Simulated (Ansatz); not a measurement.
System: zinc-blende AlSb. Method: r²SCAN+rVV10 (PAW; Ansatz, a first-principles code).

Numerical settings: plane-wave cutoff 560 eV, 10×10×10 k mesh, Fermi–Dirac smearing 0.01 eV, scalar-relativistic PAW data made under PBE.

Energies at three volumes about the minimum:

| V (Å³/atom) | E − E_lowest (meV/atom) |
|---|---|
| 28.602 | 2.17 |
| 29.186 | 0.00 |
| 29.769 | 2.01 |

Task: Fit a parabola by hand: where is the minimum, what lattice constant follows, and what is the bulk modulus?

Result: Slopes: (0.00 − 2.17)/(29.186 − 28.602) = -3.716 and (2.01 − 0.00)/(29.769 − 29.186) = 3.448 meV/Å³. Curvature E″ = 2 × (3.448 − (-3.716))/(29.769 − 28.602) = 12.278 meV/Å⁶. From the middle of the first interval, the slope vanishes at V0 = 28.8940 − (-3.716)/12.278 = 29.197 Å³/atom. B = V0 E″ = 29.197 × 12.278 meV/Å³ × 0.1602 GPa per meV/Å³ = 57.4 GPa. With 8 atoms in the cube, a = (8 × 29.197)^(1/3) = 6.159 Å. The full Birch–Murnaghan fit to all volumes gives V0 = 29.186 Å³/atom and B0 = 57.3 GPa.

Measured, for comparison: bulk modulus 58.2 GPa (temperature not stated, not corrected to a static lattice; as tabulated in Toher et al. (2017), arXiv:1611.05714); lattice constant a 6.128 Å (low temperature, thermal expansion removed or low-temperature value; zero-point expansion not removed; as tabulated in Zhang et al. (2018), doi:10.1088/1367-2630/aac7f0). Computed less measured: bulk modulus -1.5 %.
